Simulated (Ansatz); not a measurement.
Runs of Ansatz 0.2.0 on Sn. It takes space group I4_1/amd (No. 141, tetragonal). The conventional cell has a = 5.880 Å, b = 5.880 Å, c = 3.199 Å, α = 90.00°, β = 90.00°, γ = 90.00°. Sn (site symmetry -4m2) has 6 Sn at 3.05 to 3.20 Å as nearest neighbours. 

| task | level | spin | cell | k mesh | points for each segment of the path | mesh quality | gap on the mesh (eV) | pressure (GPa) | relaxed volume (Å³/atom) |
| --- | --- | --- | --- | --- | --- | --- | --- | --- | --- |
| relaxation of cell and atoms | revPBE | off | relaxed | 9 × 9 × 9 | - | not flagged | - | 0.0 | 29.04 |
| band structure | HSEsol | off | as given | 5 × 5 × 5 | 4 | coarse | none | -1.9 | - |
| single point | PBEsol0 | off | as given | 5 × 5 × 5 | - | coarse | none | -2.3 | - |
| single point | HSE06 | SOC, no magnetisation | as given | 4 × 4 × 4 | - | coarse | none | (b) | - |
| relaxation of cell and atoms | RPBE | off | relaxed | 9 × 9 × 9 | - | not flagged | - | 0.0 | (a) |
| relaxation of cell and atoms | BLYP | off | relaxed | 9 × 9 × 9 | - | not flagged | - | 0.0 | 31.19 |
| band structure | revPBE | off | as given | 9 × 9 × 9 | 14 | not flagged | none | 2.5 | - |
| relaxation of cell and atoms | PBEsol | off | relaxed | 9 × 9 × 9 | - | not flagged | - | 0.0 | 26.89 |

Alike in all rows: potentials or basis Ansatz PAW; cutoff (eV) 420; smearing fermi-dirac 0.05 eV.

Task: Estimate the missing entries.

Result: (a) 29.29; (b) -0.8.

Caveats: some runs use coarse meshes; the PAW data sets come from PBE, with cores solved anew for the run's functional, which leaves a small shift of forces and pressure; the plane-wave basis is chosen anew once the cell has moved, so the energies of steps on either side of that aren't comparable (some runs); the thresholds are loose for stress (some runs); spin-orbit coupling is left out, which moves the levels of the heavy elements (some runs).

A k mesh can miss the band edges, and rows without SOC leave out spin-orbit coupling on Sn.

A gap of «none» marks a metal or a gap under the smearing width.

Runs at the PBE level aren't shown here.
